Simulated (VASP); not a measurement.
## HgTe (strained zincblende): a PBE single-point calculation in VASP

INCAR

```
EDIFF = 1E-7
LCHARG = .FALSE.
SIGMA = 0.02
ISMEAR = -1
ISIF = 2
PREC = Accurate
NSW = 0
LASPH = .TRUE.
NELM = 120
LREAL = .FALSE.
IBRION = -1
ENCUT = 520
NBANDS = 16
LWAVE = .FALSE.
GGA = PE
```

KPOINTS

```
KPOINTS created by Atomic Simulation Environment
0
Gamma
6 6 6
0 0 0
```

KPOINTS_OPT

```
special points
6
Reciprocal
0.0000000000 0.0000000000 0.0000000000 1
-0.5000000000 -0.5000000000 0.0000000000 1
-0.3750000000 -0.3750000000 0.2500000000 1
-0.3750000000 0.0000000000 0.3750000000 1
0.0000000000 0.0000000000 0.5000000000 1
-0.5000000000 -0.2500000000 0.2500000000 1
```

POSCAR

```
Hg Te
 1.0000000000000000
     0.0000000000000000    3.3549410439999998    3.3549410439999998
     3.3549410439999998    0.0000000000000000    3.3549410439999998
     3.3549410439999998    3.3549410439999998    0.0000000000000000
 Hg  Te
   1   1
Cartesian
  0.0000000000000000  0.0000000000000000  0.0000000000000000
  1.6774705220000004  1.6774705220000004  1.6774705220000004
```

VASP ran with the recommended PBE PAW datasets (18 valence electrons in the cell).

Command

```
mpirun -np 1 vasp_std
```

OSZICAR

```
N       E                     dE             d eps       ncg     rms          rms(c)
DAV:   1     0.103347919601E+03    0.10335E+03   -0.78536E+03   512   0.956E+02
DAV:   2    -0.302270087777E-01   -0.10338E+03   -0.96985E+02   592   0.222E+02
DAV:   3    -0.380116511839E+01   -0.37709E+01   -0.37631E+01   616   0.440E+01
DAV:   4    -0.383767324719E+01   -0.36508E-01   -0.36506E-01   776   0.388E+00
DAV:   5    -0.383776666502E+01   -0.93418E-04   -0.93418E-04   640   0.194E-01    0.597E+00
DAV:   6    -0.364344708307E+01    0.19432E+00   -0.38213E-01   592   0.771E+00    0.489E+00
DAV:   7    -0.363791031686E+01    0.55368E-02   -0.82510E-02   560   0.188E+00    0.200E+00
DAV:   8    -0.363759527571E+01    0.31504E-03   -0.79291E-03   600   0.978E-01    0.422E-01
DAV:   9    -0.363763270985E+01   -0.37434E-04   -0.71130E-04   632   0.288E-01    0.824E-02
DAV:  10    -0.363766343592E+01   -0.30726E-04   -0.88217E-05   608   0.809E-02    0.426E-02
DAV:  11    -0.363767718881E+01   -0.13753E-04   -0.22704E-05   592   0.307E-02    0.166E-02
DAV:  12    -0.363767687269E+01    0.31612E-06   -0.27978E-06   608   0.992E-03    0.124E-02
DAV:  13    -0.363767685610E+01    0.16590E-07   -0.20099E-07   608   0.242E-03
   1 F= -.36376769E+01 E0= -.36374999E+01  d E =-.353854E-03
       N       E                     dE             ncg
DAV:   1     0.442415231758E+03   -0.26919E+04      192
DAV:   2    -0.175681208787E+03   -0.61810E+03      208
DAV:   3    -0.197163068219E+03   -0.21482E+02      224
DAV:   4    -0.197363624648E+03   -0.20056E+00      288
DAV:   5    -0.197364751730E+03   -0.11271E-02      256
DAV:   6    -0.197364789513E+03   -0.37783E-04      304
DAV:   7    -0.197364791004E+03   -0.14915E-05      248
DAV:   8    -0.197364791094E+03   -0.89305E-07      216
```

From OUTCAR

```
k-points           NKPTS =     16   k-points in BZ     NKDIM =     16   number of bands    NBANDS=     16

   NELECT =      18.0000    total number of electrons

   dimension x,y,z NGX =    36 NGY =   36 NGZ =   36
   dimension x,y,z NGXF=    72 NGYF=   72 NGZF=   72

  energy-cutoff  :      520.00
  volume of cell :       75.52
      direct lattice vectors                 reciprocal lattice vectors
     0.000000000  3.354941044  3.354941044    -0.149033915  0.149033915  0.149033915
     3.354941044  0.000000000  3.354941044     0.149033915 -0.149033915  0.149033915
     3.354941044  3.354941044  0.000000000     0.149033915  0.149033915 -0.149033915

 k-points in reciprocal lattice and weights: KPOINTS created by Atomic Simulation Env
   0.00000000  0.00000000  0.00000000       0.005
   0.16666667  0.00000000  0.00000000       0.037
   0.33333333  0.00000000  0.00000000       0.037
   0.50000000  0.00000000  0.00000000       0.019
   0.16666667  0.16666667  0.00000000       0.028
   0.33333333  0.16666667  0.00000000       0.111
   0.50000000  0.16666667  0.00000000       0.111
  -0.33333333  0.16666667  0.00000000       0.111
   ...

 E-fermi :   2.0039

 k-point     1 :       0.0000    0.0000    0.0000
  band No.  band energies     occupation
      1      -9.2626      2.00000
      2      -4.7785      2.00000
      3      -4.7785      2.00000
      4      -4.7785      2.00000
      5      -4.3748      2.00000
      6      -4.3748      2.00000
      7       1.0067      2.00000
      8       1.9901      1.33340
      9       1.9901      1.33340
     10       1.9901      1.33340
     11       6.3982      0.00000
     12       6.3982      0.00000
     13       6.3982      0.00000
     14       8.4989      0.00000
     15      11.3772      0.00000
     16      11.3772      0.00000

 k-point     2 :       0.1667    0.0000    0.0000
  band No.  band energies     occupation
      1      -9.1586      2.00000
      2      -4.7507      2.00000
      3      -4.7507      2.00000
      4      -4.7210      2.00000
      5      -4.3764      2.00000
      6      -4.3764      2.00000
      7      -0.2831      2.00000
      8       1.7649      1.99999
      9       1.7649      1.99999
     10       2.6733      0.00000
     11       6.3499      0.00000
     12       6.7142      0.00000
     13       6.7142      0.00000
     14       9.7250      0.00000
     15      10.5474      0.00000
     16      10.5474      0.00000

 k-point     3 :       0.3333    0.0000    0.0000
  band No.  band energies     occupation
      1      -8.9378      2.00000
      2      -4.7023      2.00000
      3      -4.7023      2.00000
      4      -4.4705      2.00000
      5      -4.3694      2.00000
      6      -4.3694      2.00000
      7      -1.9188      2.00000
      8       1.3786      2.00000
      9       1.3786      2.00000
     10       2.7622      0.00000
     11       7.0745      0.00000
     12       7.0745      0.00000
     13       7.6184      0.00000
     14       9.7005      0.00000
     15      10.8053      0.00000
     16      10.8053      0.00000

 k-point     4 :       0.5000    0.0000    0.0000
  band No.  band energies     occupation
      1      -8.8205      2.00000
      2      -4.6832      2.00000
      3      -4.6832      2.00000
      4      -4.3590      2.00000
      5      -4.3590      2.00000
      6      -4.1387      2.00000
      7      -2.8099      2.00000
      8       1.2067      2.00000
      9       1.2067      2.00000
     10       2.6855      0.00000
     11       7.1149      0.00000
     12       7.1149      0.00000
     13       8.7401      0.00000
     14       9.7275      0.00000
     15      11.8814      0.00000
     16      11.8814      0.00000

 k-point     5 :       0.1667    0.1667    0.0000
  band No.  band energies     occupation
      1      -9.1236      2.00000
      2      -4.7422      2.00000
      3      -4.7220      2.00000
      4      -4.7220      2.00000
      5      -4.3910      2.00000
      6      -4.3630      2.00000
      7      -0.3889      2.00000
      8       1.4148      2.00000
      9       1.4148      2.00000
     10       3.2901      0.00000
     11       5.5294      0.00000
     12       7.2464      0.00000
     13       7.2464      0.00000
     14       9.3159      0.00000
     15      10.3318      0.00000
     16      11.5299      0.00000

 k-point     6 :       0.3333    0.1667    0.0000
  band No.  band energies     occupation
      1      -8.9399      2.00000
      2      -4.6972      2.00000
      3      -4.6663      2.00000
      4      -4.5725      2.00000
      5      -4.3760      2.00000
      6      -4.3536      2.00000
      7      -1.5780      2.00000
      8       0.8627      2.00000
      9       1.0075      2.00000
     10       3.6941      0.00000
     11       5.8009      0.00000
     12       7.5850      0.00000
     13       7.8187      0.00000
     14       9.6269      0.00000
     15      11.3087      0.00000
     16      11.5689      0.00000

 k-point     7 :       0.5000    0.1667    0.0000
  band No.  band energies     occupation
      1      -8.7841      2.00000
      2      -4.6664      2.00000
      3      -4.6426      2.00000
      4      -4.4060      2.00000
      5      -4.3550      2.00000
      6      -4.1471      2.00000
      7      -2.6563      2.00000
      8       0.3453      2.00000
      9       0.9093      2.00000
     10       3.6914      0.00000
     11       6.5463      0.00000
     12       7.7533      0.00000
     13       8.1991      0.00000
     14      10.4297      0.00000
     15      11.4953      0.00000
     16      11.9833      0.00000

 k-point     8 :      -0.3333    0.1667    0.0000
  band No.  band energies     occupation
      1      -8.8235      2.00000
      2      -4.6650      2.00000
      3      -4.6647      2.00000
      4      -4.3918      2.00000
      5      -4.3789      2.00000
      6      -4.2576      2.00000
      7      -2.3729      2.00000
      8       0.2487      2.00000
      9       1.1930      2.00000
     10       3.6604      0.00000
     11       6.8403      0.00000
     12       7.4361      0.00000
     13       7.8433      0.00000
     14      10.4622      0.00000
     15      10.7660      0.00000
     16      11.9168      0.00000

 k-point     9 :      -0.1667    0.1667    0.0000
  band No.  band energies     occupation
      1      -9.0142      2.00000
      2      -4.7190      2.00000
      3      -4.6983      2.00000
      4      -4.6164      2.00000
      5      -4.3891      2.00000
      6      -4.3587      2.00000
      7      -1.1995      2.00000
      8       0.7999      2.00000
      9       1.6326      2.00000
     10       3.3871      0.00000
     11       6.3970      0.00000
     12       6.9359      0.00000
     13       7.2786      0.00000
     14       9.8798      0.00000
     15      10.7860      0.00000
     16      11.0295      0.00000

 k-point    10 :       0.3333    0.3333    0.0000
  band No.  band energies     occupation
      1      -8.8263      2.00000
      2      -4.6249      2.00000
      3      -4.5948      2.00000
      4      -4.5948      2.00000
      5      -4.3394      2.00000
      6      -4.3288      2.00000
      7      -1.9722      2.00000
      8       0.5346      2.00000
      9       0.5346      2.00000
     10       3.9100      0.00000
     11       5.0065      0.00000
     12       8.9275      0.00000
     13       9.0036      0.00000
     14       9.0036      0.00000
     15      11.9268      0.00000
     16      13.2083      0.00000

 k-point    11 :       0.5000    0.3333    0.0000
  band No.  band energies     occupation
      1      -8.7076      2.00000
      2      -4.6159      2.00000
      3      -4.5609      2.00000
      4      -4.4984      2.00000
      5      -4.3407      2.00000
      6      -4.0997      2.00000
      7      -2.6595      2.00000
      8      -0.0517      2.00000
      9       0.3932      2.00000
     10       4.1164      0.00000
     11       5.4461      0.00000
     12       8.5625      0.00000
     13       9.2410      0.00000
     14      10.3594      0.00000
     15      12.2085      0.00000
     16      12.8864      0.00000

 k-point    12 :      -0.3333    0.3333    0.0000
  band No.  band energies     occupation
      1      -8.7072      2.00000
      2      -4.6307      2.00000
      3      -4.5930      2.00000
      4      -4.4156      2.00000
      5      -4.3669      2.00000
      6      -4.0225      2.00000
      7      -2.7664      2.00000
      8      -0.4213      2.00000
      9       0.6915      2.00000
     10       4.2035      0.00000
     11       6.5176      0.00000
     12       8.4722      0.00000
     13       8.6272      0.00000
     14       9.2621      0.00000
     15      10.9491      0.00000
     16      13.5351      0.00000

 ...

  Total       -0.3593612     -0.3593612     -0.3593612      0.0000000      0.0000000      0.0000000
  in kB       -7.6235471     -7.6235471     -7.6235471      0.0000000      0.0000000      0.0000000
  external PRESSURE =      -7.6235471 kB  Pullay stress =       0.0000000 kB

 POSITION                                       TOTAL-FORCE (eV/Angst)
 -----------------------------------------------------------------------------------
      0.00000      0.00000      0.00000        -0.000000      0.000000      0.000000
      1.67747      1.67747      1.67747         0.000000     -0.000000     -0.000000
 -----------------------------------------------------------------------------------
    total drift:                               -0.000000     -0.000000     -0.000000

  FREE ENERGIE OF THE ION-ELECTRON SYSTEM (eV)
  ---------------------------------------------------
  free  energy   TOTEN  =        -3.6376768561 eV

  energy  without entropy=       -3.6373230024  energy(sigma->0) =       -3.63749993
```

| Item | Value |
| --- | --- |
| gap between bands v and c | 0.00 eV |
| least direct gap | 0.00 eV |
| pressure | -0.8 GPa |

Band v is the last that the valence electrons fill when counted band by band, and c is the next.

The run took about 20 s on one core of a shared host (Intel Xeon Platinum 8488C) and held 0.22 GiB at most.
